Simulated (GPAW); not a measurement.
# GaN (F-43m) in GPAW: further runs

One crystal, GaN, is run at these levels: LDA, AM05, RPBE, PBEsol; tasks: dielectric tensor.

Program: GPAW 26.7.0. These are calculated values, not measurements. Logs are shortened: lines on timing, memory, paths and dates and some standing lists are left out, and cuts for length are marked. The log counts tension as positive stress, the text compression.

**Experimental background.**

From a printed reference work, textbook, for a bulk crystal of GaN at 0 K: band gap 3.299 eV (direct).

The runs below are set against these values where they give the same quantity.

**1. The crystal as given**

The structure is cubic, space group F-43m (No. 216). The conventional cell has a = 4.507 Å, b = 4.507 Å, c = 4.507 Å, α = 90.00°, β = 90.00°, γ = 90.00°. Around Ga (site symmetry -43m) lie 4 N at 1.95 Å. N (site symmetry -43m) has 4 Ga at 1.95 Å as nearest neighbours.

The cell is a database's computed one.

**2. Dielectric tensor, LDA**

run.py

```python
import numpy as np
from ase.dft.bandgap import bandgap
from ase.io import read, write
from gpaw import GPAW, PW
from gpaw.response.df import DielectricFunction

atoms = read('POSCAR')

calc = GPAW(mode=PW(600),
            xc='LDA',
            kpts={'size': (8, 8, 8), 'gamma': True},
            occupations={'name': 'fermi-dirac', 'width': 0.001},
            nbands=11,
            convergence={'density': 1e-06},
            maxiter=150,
            txt='gpaw.txt')
atoms.calc = calc
energy = atoms.get_potential_energy()
calc.write('gs.gpw')
write('result.traj', atoms)
print(f'Energy: {energy:.6f} eV')
print('Fermi level:', round(calc.get_fermi_level(), 4), 'eV')
print(f'Gap: {bandgap(calc)[0]:.4f} eV, direct: {bandgap(calc, direct=True)[0]:.4f} eV')

for size in [(26, 26, 26)]:
    name = 'x'.join(str(n) for n in size)
    dense = calc.fixed_density(kpts={'size': size, 'gamma': True},
                               nbands=30, convergence={'bands': 24, 'eigenstates': 1e-7},
                               update_fermi_level=True, txt=f'dense-{name}.txt')
    dense.write(f'{name}.gpw', mode='all')
    df = DielectricFunction(f'{name}.gpw', frequencies=np.array([0.0]), hilbert=False, eta=0.001,
                            ecut=80, nbands=24, intraband=False, txt=f'df-{name}.txt')
    for xc in ['RPA']:
        for direction in ['x', 'y', 'z', [0, 1, 1], [1, 0, 1], [1, 1, 0]]:
            e0, e = df.get_macroscopic_dielectric_constant(xc=xc, direction=direction)
            print(f'{name} {xc} {direction}: {e0:.4f} without, {e:.4f} with local fields')
```

POSCAR

```
GaN
1.0
    0.0000000000      2.2535006075      2.2535006075
    2.2535006075      0.0000000000      2.2535006075
    2.2535006075      2.2535006075      0.0000000000
Ga N
1 1
Direct
    0.0000000000      0.0000000000      0.0000000000
    0.2500000000      0.2500000000      0.2500000000
```

Potentials or basis: the program's PAW data sets (release 1.2.1) made for this functional, pw.

On the command line:

```sh
$ OMP_NUM_THREADS=1 python run.py
```

gpaw.txt:

```text
__  _  _
 | _ |_)|_||  |
 |__||  | ||/\| - 26.7.0

Input parameters:
  mode=PW(ecut=600.0),
  convergence={'density': 1e-06},
  kpts=MonkhorstPack(size=(8, 8, 8), gamma=True),
  maxiter=150,
  nbands=11,
  occupations=Occupations(name='fermi-dirac', width=0.001),
  xc=XC(name='LDA')

Diagonalizing LCAO Hamiltonian
Converting LCAO to pw mode

           N
       Ga

Atoms  # Å, Bohr magnetons
|   | symbol |        x |        y |        z |    initial magnetic moments |
|---|--------|----------|----------|----------|-----------------------------|
| 0 |     Ga | 0.000000 | 0.000000 | 0.000000 | ( 0.0000,  0.0000,  0.0000) |
| 1 |      N | 1.126750 | 1.126750 | 1.126750 | ( 0.0000,  0.0000,  0.0000) |

Unit cell  # Å
| periodic |        x |        y |        z |  lengths |    angles |
|----------|----------|----------|----------|----------|-----------|
|      yes | 0.000000 | 2.253501 | 2.253501 | 3.186931 | 60.000000 |
|      yes | 2.253501 | 0.000000 | 2.253501 | 3.186931 | 60.000000 |
|      yes | 2.253501 | 2.253501 | 0.000000 | 3.186931 | 60.000000 |

Number of symmetries: 24
Symmetry operations  # r_c * U_cc + t_c -> r_c
|    | kind |            matrix            |
|----|------|------------------------------|
|  0 |  E   |  1, 0, 0,  0, 1, 0,  0, 0, 1 |
|  1 |  σ   |  1, 0, 0,  0, 0, 1,  0, 1, 0 |
|  2 |  σ   |  1, 0,-1,  0, 1,-1,  0, 0,-1 |
|  3 |  C3  |  1, 0,-1,  0, 0,-1,  0, 1,-1 |
|  4 |  C3  |  1,-1, 0,  0,-1, 1,  0,-1, 0 |
|  5 |  σ   |  1,-1, 0,  0,-1, 0,  0,-1, 1 |
|  6 |  σ   |  0, 1, 0,  1, 0, 0,  0, 0, 1 |
|  7 |  C3  |  0, 1, 0,  0, 0, 1,  1, 0, 0 |
|  8 |  C2  |  0, 1,-1,  1, 0,-1,  0, 0,-1 |
|  9 |  S4  |  0, 1,-1,  0, 0,-1,  1, 0,-1 |
| 10 |  C3  |  0, 0, 1,  1, 0, 0,  0, 1, 0 |
| 11 |  σ   |  0, 0, 1,  0, 1, 0,  1, 0, 0 |
| 12 |  S4  |  0, 0,-1,  1, 0,-1,  0, 1,-1 |
| 13 |  C3  |  0, 0,-1,  0, 1,-1,  1, 0,-1 |
| 14 |  S4  |  0,-1, 1,  1,-1, 0,  0,-1, 0 |
| 15 |  C2  |  0,-1, 1,  0,-1, 0,  1,-1, 0 |
| 16 |  C3  |  0,-1, 0,  1,-1, 0,  0,-1, 1 |
| 17 |  S4  |  0,-1, 0,  0,-1, 1,  1,-1, 0 |
| 18 |  S4  | -1, 1, 0, -1, 0, 1, -1, 0, 0 |
| 19 |  C3  | -1, 1, 0, -1, 0, 0, -1, 0, 1 |
| 20 |  C3  | -1, 0, 1, -1, 1, 0, -1, 0, 0 |
| 21 |  S4  | -1, 0, 1, -1, 0, 0, -1, 1, 0 |
| 22 |  σ   | -1, 0, 0, -1, 1, 0, -1, 0, 1 |
| 23 |  C2  | -1, 0, 0, -1, 0, 1, -1, 1, 0 |

BZ-sampling:
  Number of BZ points: 512
  Number of IBZ points: 29

  Monkhorst-Pack size: [8, 8, 8]
  Monkhorst-Pack shift: [0.0625, 0.0625, 0.0625]

K-points  # in reciprocal-cell coordinates
|     |                                coordinates |     weight |
|-----|--------------------------------------------|------------|
|   0 | (  0.00000000,   0.00000000,   0.00000000) | 0.00195312 |
|   1 | (  0.12500000,   0.12500000,   0.00000000) | 0.01171875 |
|   2 | (  0.12500000,   0.12500000,   0.12500000) | 0.01562500 |
|   3 | (  0.25000000,   0.12500000,   0.12500000) | 0.02343750 |
|   4 | (  0.25000000,   0.25000000,   0.00000000) | 0.01171875 |
|   5 | (  0.25000000,   0.25000000,   0.12500000) | 0.04687500 |
|   6 | (  0.25000000,   0.25000000,   0.25000000) | 0.01562500 |
|   7 | (  0.37500000,   0.25000000,  -0.37500000) | 0.04687500 |
|   8 | (  0.37500000,   0.25000000,   0.12500000) | 0.04687500 |
|   9 | (  0.37500000,   0.25000000,   0.25000000) | 0.04687500 |
| ... |                                            |            |
|  28 | (  0.50000000,   0.50000000,   0.50000000) | 0.00781250 |

Plane wave coefficients: 778
Cutoff: 600.0 eV

Spin-components: 1 (collinear spins)
Bands:           11
Projectors:      10
Spin-degeneracy: 2
Datatype:        complex128

Parallelization:
  kpt:    1
  domain: 1
  band:   1

Density:
  Valence electrons: 8.0
  Components: 1
  Grid points: [20 20 20]
  Charge: 0.0  # |e|

Potential:
  Grid points: [20 20 20]

species:
  Ga:
    name:    Gallium
    Z:       31.0
    valence: 3
    core:    28
    charge:  0.0  # [|e|]
    compensation charges:
      type: gauss
      rc: 0.37  # [Å]
      lmax: 2
    cutoffs:
      filter: 2.06  # [Å]
      core: 4.17  # [Å]
    projectors
    | kind |    occ | energy [eV] | rcut [Å] |
    |------|--------|-------------|----------|
    |   4s |  2.000 |      -9.167 |    1.164 |
    |   4p |  1.000 |      -2.734 |    1.164 |
    |    s |        |      18.045 |    1.164 |
    |    p |        |      24.478 |    1.164 |
    |    d |        |       0.000 |    1.164 |

    Using partial waves for Ga as LCAO basis

  N:
    name:    Nitrogen
    Z:       7.0
    valence: 5
    core:    2
    charge:  0.0  # [|e|]
    compensation charges:
      type: gauss
      rc: 0.18  # [Å]
      lmax: 2
    cutoffs:
      filter: 1.11  # [Å]
      core: 0.96  # [Å]
    projectors
    | kind |    occ | energy [eV] | rcut [Å] |
    |------|--------|-------------|----------|
    |   2s |  2.000 |     -18.420 |    0.603 |
    |   2p |  3.000 |      -7.237 |    0.529 |
    |    s |        |       8.791 |    0.603 |
    |    p |        |      19.974 |    0.529 |
    |    d |        |       0.000 |    0.577 |

    Using partial waves for N as LCAO basis

Reference energy: -54278.930546  # eV

eigensolver:
  PPCG
  Converge bands: occupied
  niter=2

density mixing:
  MSR1-Mixer
  Pratt-step length: 0.05
  Maximum mixing coefficient: 0.75
  Old densities: 10
  SVD Regularization: 0.005
  Good broyden scale: 1.0
  Trust region scale: 1.0
  Backstep threshold: 4.0
  History deletion threshold: 6.0
  Fourier metric: weight=20.0, sigma=0.015

occupation numbers:
  Fermi-Dirac:
    width: 0.0010  # eV

poisson solver:
  ecut: 4800.0  # eV

xc functional:
  name: None

convergence criteria:
- Maximum integral of absolute [dens]ity change: 1e-06 electrons / valence electron
- Maximum [total energy] change in last 3 cyles: 0.0005 eV / valence electron
- Maximum integral of absolute [eigenst]ate change: 4e-08 eV^2 / valence electron
maximum number of iterations: 150

SCF iterations
|iter     | |      energy | eigst |  dens |
|---------|-|-------------|-------|-------|
|iter:   1| |  -15.436713 | -0.33 |       |
|iter:   2| |  -14.976251 | -2.08 | -0.58 |
|iter:   3| |  -13.725419 | -0.76 | -0.63 |
|iter:   4| |  -13.710785 | -3.16 | -1.31 |
|iter:   5| |  -13.706024 | -3.49 | -1.59 |
|iter:   6| |  -13.706022 | -5.84 | -2.83 |
|iter:   7| |  -13.706025c| -6.56 | -3.20 |
|iter:   8| |  -13.706025c| -7.54c| -4.40 |
|iter:   9| |  -13.706025c| -8.42c| -5.16 |
|iter:  10| |  -13.706025c| -9.35c| -5.89 |
|iter:  11| |  -13.706025c|-10.04c| -6.59c|

Converged in 11 steps
Energy contributions relative to reference atoms: (reference = -54278.930546)

Energy contributions:
  Kinetic:          32.251875
  Coulomb:         -28.298733
  Zero:              0.052019
  External:          0.000000
  Xc:              -17.711186
  Entropy:          -0.000000
  Spinorbit:         0.000000
  ----------------------------
  Free energy:     -13.706025
  Extrapolated:    -13.706025

dipole moment: (-12.672805, -12.672805, -12.672805)  # |e|*Ang

Fermi level: 6.090
Eigenvalues  # (at kpt = [0.000, 0.000, 0.000])
| band index |      eig [eV] | occ [0-2] |
|------------|---------------|-----------|
|          0 |        -9.728 |     2.000 |
|          1 |         6.039 |     2.000 |
|          2 |         6.039 |     2.000 |
|          3 |         6.039 |     2.000 |
|          4 |         7.882 |     0.000 |
|          5 |        16.247 |     0.000 |
|          6 |        16.247 |     0.000 |
|          7 |        16.247 |     0.000 |
|          8 |        23.425 |     0.000 |
|          9 |        24.387 |     0.000 |
|         10 |        24.397 |     0.000 |

Gap: 1.842 eV
Transition (v -> c):
  (s=0, k=0, n=3, [0.00, 0.00, 0.00]) -> (s=0, k=0, n=4, [0.00, 0.00, 0.00])
No difference between direct/indirect transitions
# Writing to gs.gpw (mode='')
```

It took 2.9 min on 1 thread of Arm Neoverse V1, shared host; peak memory 0.58 GiB.

What came out:

- Free energy: -13.7060 eV
- Band gap on the k mesh: 1.84 eV, direct
- Electronic dielectric tensor (diagonal): 5.66

Electronic dielectric tensor:
```
5.66 0.00 0.00
0.00 5.66 0.00
0.00 0.00 5.66
```

Caveat: the long-wavelength limit can be off by a per cent or two.

**3. Dielectric tensor, AM05**

run.py: that of step 2 with these lines changed.

```diff
@@ -3,4 +3,6 @@
 from ase.io import read, write
-from gpaw import GPAW, PW
+from gpaw import GPAW, PW, setup_paths
 from gpaw.response.df import DielectricFunction
+
+setup_paths.insert(0, '.')
 
@@ -9,3 +11,3 @@
 calc = GPAW(mode=PW(600),
-            xc='LDA',
+            xc='AM05',
             kpts={'size': (8, 8, 8), 'gamma': True},
```

POSCAR is that of step 2.

Potentials or basis: PAW data sets generated in the run's folder for this functional, pw.

On the command line:

```sh
$ gpaw-setup -f AM05 Ga N
$ OMP_NUM_THREADS=1 python run.py
```

gpaw.txt:

```text
__  _  _
 | _ |_)|_||  |
 |__||  | ||/\| - 26.7.0

Input parameters:
  mode=PW(ecut=600.0),
  convergence={'density': 1e-06},
  kpts=MonkhorstPack(size=(8, 8, 8), gamma=True),
  maxiter=150,
  nbands=11,
  occupations=Occupations(name='fermi-dirac', width=0.001),
  xc=XC(name='AM05')

Diagonalizing LCAO Hamiltonian
Converting LCAO to pw mode

           N
       Ga

Atoms  # Å, Bohr magnetons
|   | symbol |        x |        y |        z |    initial magnetic moments |
|---|--------|----------|----------|----------|-----------------------------|
| 0 |     Ga | 0.000000 | 0.000000 | 0.000000 | ( 0.0000,  0.0000,  0.0000) |
| 1 |      N | 1.126750 | 1.126750 | 1.126750 | ( 0.0000,  0.0000,  0.0000) |

Unit cell  # Å
| periodic |        x |        y |        z |  lengths |    angles |
|----------|----------|----------|----------|----------|-----------|
|      yes | 0.000000 | 2.253501 | 2.253501 | 3.186931 | 60.000000 |
|      yes | 2.253501 | 0.000000 | 2.253501 | 3.186931 | 60.000000 |
|      yes | 2.253501 | 2.253501 | 0.000000 | 3.186931 | 60.000000 |

Number of symmetries: 24
Symmetry operations  # r_c * U_cc + t_c -> r_c
|    | kind |            matrix            |
|----|------|------------------------------|
|  0 |  E   |  1, 0, 0,  0, 1, 0,  0, 0, 1 |
|  1 |  σ   |  1, 0, 0,  0, 0, 1,  0, 1, 0 |
|  2 |  σ   |  1, 0,-1,  0, 1,-1,  0, 0,-1 |
|  3 |  C3  |  1, 0,-1,  0, 0,-1,  0, 1,-1 |
|  4 |  C3  |  1,-1, 0,  0,-1, 1,  0,-1, 0 |
|  5 |  σ   |  1,-1, 0,  0,-1, 0,  0,-1, 1 |
|  6 |  σ   |  0, 1, 0,  1, 0, 0,  0, 0, 1 |
[... 128 lines left out ...]
  Backstep threshold: 4.0
  History deletion threshold: 6.0
  Fourier metric: weight=20.0, sigma=0.015

occupation numbers:
  Fermi-Dirac:
    width: 0.0010  # eV

poisson solver:
  ecut: 4800.0  # eV

xc functional:
  name: AM05 with 2 nearest neighbor stencil

convergence criteria:
- Maximum integral of absolute [dens]ity change: 1e-06 electrons / valence electron
- Maximum [total energy] change in last 3 cyles: 0.0005 eV / valence electron
- Maximum integral of absolute [eigenst]ate change: 4e-08 eV^2 / valence electron
maximum number of iterations: 150

SCF iterations
|iter     | |      energy | eigst |  dens |
|---------|-|-------------|-------|-------|
|iter:   1| |  -14.046630 | -0.33 |       |
|iter:   2| |  -13.604882 | -2.09 | -0.58 |
|iter:   3| |  -12.403029 | -0.74 | -0.64 |
|iter:   4| |  -12.399951 | -3.26 | -1.31 |
|iter:   5| |  -12.400335c| -3.49 | -1.59 |
|iter:   6| |  -12.400373c| -5.44 | -2.83 |
|iter:   7| |  -12.400390c| -6.08 | -3.16 |
|iter:   8| |  -12.400390c| -8.22c| -4.32 |
|iter:   9| |  -12.400390c| -7.71c| -4.77 |
|iter:  10| |  -12.400390c| -9.20c| -5.96 |
|iter:  11| |  -12.400390c|-10.10c| -6.53c|

Converged in 11 steps
Energy contributions relative to reference atoms: (reference = -54285.262810)

Energy contributions:
  Kinetic:          32.726993
  Coulomb:         -28.617342
  Zero:              0.052748
  External:          0.000000
  Xc:              -16.562789
  Entropy:          -0.000000
  Spinorbit:         0.000000
  ----------------------------
  Free energy:     -12.400390
  Extrapolated:    -12.400390

dipole moment: (-12.601789, -12.601789, -12.601789)  # |e|*Ang

Fermi level: 6.348
Eigenvalues  # (at kpt = [0.000, 0.000, 0.000])
| band index |      eig [eV] | occ [0-2] |
|------------|---------------|-----------|
|          0 |        -9.526 |     2.000 |
|          1 |         6.317 |     2.000 |
|          2 |         6.317 |     2.000 |
|          3 |         6.317 |     2.000 |
|          4 |         8.154 |     0.000 |
|          5 |        16.627 |     0.000 |
|          6 |        16.627 |     0.000 |
|          7 |        16.627 |     0.000 |
|          8 |        23.896 |     0.000 |
|          9 |        24.665 |     0.000 |
|         10 |        24.671 |     0.000 |

Gap: 1.837 eV
Transition (v -> c):
  (s=0, k=0, n=3, [0.00, 0.00, 0.00]) -> (s=0, k=0, n=4, [0.00, 0.00, 0.00])
No difference between direct/indirect transitions
# Writing to gs.gpw (mode='')
```

Run time: 2.9 min. Hardware: 1 thread of Arm Neoverse V1, shared host; peak memory 0.58 GiB.

Results:

| Quantity | Value |
| --- | --- |
| Free energy | -12.4004 eV |
| Band gap on the k mesh | 1.84 eV, direct |
| Electronic dielectric tensor (diagonal) | 5.62 |

Electronic dielectric tensor:
```
5.62 0.00 0.00
0.00 5.62 0.00
0.00 0.00 5.62
```

Caveat: the long-wavelength limit can be off by a per cent or two.

**4. Dielectric tensor, RPBE**

run.py: that of step 3 with these lines changed.

```diff
@@ -3,6 +3,4 @@
 from ase.io import read, write
-from gpaw import GPAW, PW, setup_paths
+from gpaw import GPAW, PW
 from gpaw.response.df import DielectricFunction
-
-setup_paths.insert(0, '.')
 
@@ -11,3 +9,3 @@
 calc = GPAW(mode=PW(600),
-            xc='AM05',
+            xc='RPBE',
             kpts={'size': (8, 8, 8), 'gamma': True},
```

POSCAR is that of step 3.

Potentials or basis: the program's PAW data sets (release 1.2.1) made for this functional, pw.

On the command line:

```sh
$ OMP_NUM_THREADS=1 python run.py
```

gpaw.txt:

```text
__  _  _
 | _ |_)|_||  |
 |__||  | ||/\| - 26.7.0

Input parameters:
  mode=PW(ecut=600.0),
  convergence={'density': 1e-06},
  kpts=MonkhorstPack(size=(8, 8, 8), gamma=True),
  maxiter=150,
  nbands=11,
  occupations=Occupations(name='fermi-dirac', width=0.001),
  xc=XC(name='RPBE')

Diagonalizing LCAO Hamiltonian
Converting LCAO to pw mode

           N
       Ga

Atoms  # Å, Bohr magnetons
|   | symbol |        x |        y |        z |    initial magnetic moments |
|---|--------|----------|----------|----------|-----------------------------|
| 0 |     Ga | 0.000000 | 0.000000 | 0.000000 | ( 0.0000,  0.0000,  0.0000) |
| 1 |      N | 1.126750 | 1.126750 | 1.126750 | ( 0.0000,  0.0000,  0.0000) |

Unit cell  # Å
[... 166 lines left out ...]
|iter     | |      energy | eigst |  dens |
|---------|-|-------------|-------|-------|
|iter:   1| |  -12.828690 | -0.32 |       |
|iter:   2| |  -12.351316 | -2.05 | -0.57 |
|iter:   3| |  -11.063927 | -0.69 | -0.62 |
|iter:   4| |  -11.069868 | -3.20 | -1.30 |
|iter:   5| |  -11.074313 | -3.37 | -1.57 |
|iter:   6| |  -11.074381 | -5.19 | -2.79 |
|iter:   7| |  -11.074410c| -5.82 | -3.10 |
|iter:   8| |  -11.074410c| -7.93c| -4.24 |
|iter:   9| |  -11.074410c| -8.62c| -4.60 |
|iter:  10| |  -11.074410c| -9.58c| -5.84 |
|iter:  11| |  -11.074410c|-10.33c| -6.39c|

Converged in 11 steps
Energy contributions relative to reference atoms: (reference = -54374.263960)

Energy contributions:
  Kinetic:          33.431503
  Coulomb:         -28.973622
  Zero:              0.052890
  External:          0.000000
  Xc:              -15.585182
  Entropy:          -0.000000
  Spinorbit:         0.000000
  ----------------------------
  Free energy:     -11.074410
  Extrapolated:    -11.074410

dipole moment: (-12.523696, -12.523696, -12.523696)  # |e|*Ang

Fermi level: 6.732
Eigenvalues  # (at kpt = [0.000, 0.000, 0.000])
| band index |      eig [eV] | occ [0-2] |
|------------|---------------|-----------|
|          0 |        -9.382 |     2.000 |
|          1 |         6.544 |     2.000 |
|          2 |         6.544 |     2.000 |
|          3 |         6.544 |     2.000 |
|          4 |         8.373 |     0.000 |
|          5 |        17.008 |     0.000 |
|          6 |        17.008 |     0.000 |
|          7 |        17.008 |     0.000 |
|          8 |        24.413 |     0.000 |
|          9 |        24.998 |     0.000 |
|         10 |        25.004 |     0.000 |

Gap: 1.829 eV
Transition (v -> c):
  (s=0, k=0, n=3, [0.00, 0.00, 0.00]) -> (s=0, k=0, n=4, [0.00, 0.00, 0.00])
No difference between direct/indirect transitions
# Writing to gs.gpw (mode='')
```

stdout:

```text
Energy: -11.074410 eV
Fermi level: 6.7316 eV
Gap: 1.8294 eV, direct: 1.8294 eV
26x26x26 RPA x: 5.8163 without, 5.5320 with local fields
26x26x26 RPA y: 5.8163 without, 5.5320 with local fields
26x26x26 RPA z: 5.8163 without, 5.5320 with local fields
26x26x26 RPA [0, 1, 1]: 5.8163 without, 5.5320 with local fields
26x26x26 RPA [1, 0, 1]: 5.8163 without, 5.5320 with local fields
26x26x26 RPA [1, 1, 0]: 5.8163 without, 5.5320 with local fields
```

It took 3 min on 1 thread of Arm Neoverse V1, shared host; peak memory 0.57 GiB.

Results:

```
Free energy                             : -11.0744 eV
Band gap on the k mesh                  : 1.83 eV, direct
Electronic dielectric tensor (diagonal) : 5.53
```

Electronic dielectric tensor:
```
5.53 0.00 0.00
0.00 5.53 0.00
0.00 0.00 5.53
```

Caveat: the long-wavelength limit can be off by a per cent or two.

(Part 1 of 2 ends here.)
